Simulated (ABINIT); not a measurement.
## AlN: band structure with OLYP

AlN:

```
Al N
1.0
     0.00000    2.18399    2.18399
     2.18399    0.00000    2.18399
     2.18399    2.18399    0.00000
Al N
1 1
Direct
  0.00000 0.00000 0.00000
  0.25000 0.25000 0.25000
```

Measurements of this composition are mostly on another form, of space group No. 186.

```yaml
Program: ABINIT 10.8.3 (patched build)
Task: band structure
Functional: OLYP
Potentials_or_basis: JTH PAW PBE v2.0
Cutoff: 680 eV
k_mesh: 10 × 10 × 10
Occupations: fermi-dirac, width 0.05 eV
Spin: no spin polarisation
Fine-grid_cutoff: 1278.94 eV
Exchange_and_correlation_inside_the_PAW_spheres: full angular mesh (pawxcdev 0, this build's default; the released program takes 1)
```

The band gap on the k mesh is 3.44 eV, indirect (least direct gap 4.30 eV) and the valence electrons inside the program's atomic spheres are Al 0.89; N 2.65.

Levels at the corners of the path, in eV from the valence-band top:
| point | band 2 | band 3 | band 4 | band 5 | band 6 | band 7 |
| --- | --- | --- | --- | --- | --- | --- |
| Γ | 0.00 | 0.00 | 0.00 | 4.30 | 12.73 | 12.73 |
| X | -4.81 | -1.74 | -1.74 | 3.44 | 8.84 | 14.20 |
| W | -3.70 | -3.37 | -2.63 | 6.14 | 11.64 | 12.12 |
| K | -4.17 | -3.56 | -1.34 | 5.28 | 10.31 | 13.30 |
| Γ | 0.00 | 0.00 | 0.00 | 4.30 | 12.73 | 12.73 |
| L | -5.76 | -0.47 | -0.47 | 7.57 | 10.00 | 11.27 |
| U | -4.17 | -3.56 | -1.34 | 5.28 | 10.31 | 13.30 |
| W | -3.70 | -3.37 | -2.63 | 6.14 | 11.64 | 12.12 |
| L | -5.76 | -0.47 | -0.47 | 7.57 | 10.00 | 11.27 |
| K | -4.17 | -3.56 | -1.34 | 5.28 | 10.31 | 13.30 |

Wall time 29 s on 1 thread of Arm Neoverse V2, on a shared host, peak memory 0.12 GiB.

 A k mesh can miss the band edges.
